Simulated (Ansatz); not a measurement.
Sb, before and after

The cell of Sb is invented: random cell by space group and Wyckoff sites (Pmmm, No. 47). The dimensions are guesses.

start.cif

```cif
data_structure
_symmetry_space_group_name_H-M 'Pmmm'
_symmetry_Int_Tables_number 47
_cell_length_a 2.6045
_cell_length_b 3.2579
_cell_length_c 3.7088
_cell_angle_alpha 90.000
_cell_angle_beta 90.000
_cell_angle_gamma 90.000
_cell_volume 31.47
loop_
_atom_site_label
_atom_site_type_symbol
_atom_site_symmetry_multiplicity
_atom_site_Wyckoff_symbol
_atom_site_fract_x
_atom_site_fract_y
_atom_site_fract_z
_atom_site_occupancy
Sb1 Sb 1 f 0.50000 0.50000 0.00000 1
```

Computed with DFT PBE, scalar-relativistic, plane waves, PAW (Ansatz). Cutoff 420 eV, Gaussian smearing, Γ-centred meshes. Cell and atoms relax first on a coarse mesh and then on a finer one. In between, the cell is made exact in the group found at 0.06 Å. In metals the finer mesh still leaves noise of several meV/atom or more. The steps can't lower the symmetry of their start. No spin polarisation.

end.cif

```cif
data_structure
_symmetry_space_group_name_H-M 'Pm-3m'
_symmetry_Int_Tables_number 221
_cell_length_a 3.1095
_cell_length_b 3.1095
_cell_length_c 3.1095
_cell_angle_alpha 90.000
_cell_angle_beta 90.000
_cell_angle_gamma 90.000
_cell_volume 30.07
loop_
_atom_site_label
_atom_site_type_symbol
_atom_site_symmetry_multiplicity
_atom_site_Wyckoff_symbol
_atom_site_fract_x
_atom_site_fract_y
_atom_site_fract_z
_atom_site_occupancy
Sb1 Sb 1 b 0.50000 0.50000 0.50000 1
```

The symmetry goes from Pmmm (No. 47) to Pm-3m (No. 221). The end has the simple cubic type. The volume per atom shrinks by 4.5 %, from 31.5 to 30.1 Å³. The shortest distance goes from 2.60 Å (Sb–Sb) to 3.11 Å (Sb–Sb). The energy falls by about 0.84 eV/atom (the start's value is from the coarse mesh). The end is written in a standard setting, so origin, axes and order of atoms can differ from the start's.

```yaml
Volume_per_atom: 30.07 Å³
Density: 6.72 g/cm³
Energy_over_the_standard_state: +0.05 eV/atom
Gap_on_the_18×18×18_mesh_of_the_1-atom_cell: 0 eV (a metal)
```

Energies count from the standard state of Sb at the same level. It lies above the standard state, so it could only be metastable.

The last run used Gaussian smearing of 0.10 eV. Spin–orbit coupling, which can matter for Sb, is left out. A later test with randomly moved atoms came back to the same energy, though modes that don't fit the test's cell weren't probed. In all, the 3 runs took 2.8 min on 1 thread of Intel(R) Xeon(R) Processor @ 2.50GHz (Skylake/Cascade Lake), on a shared host.
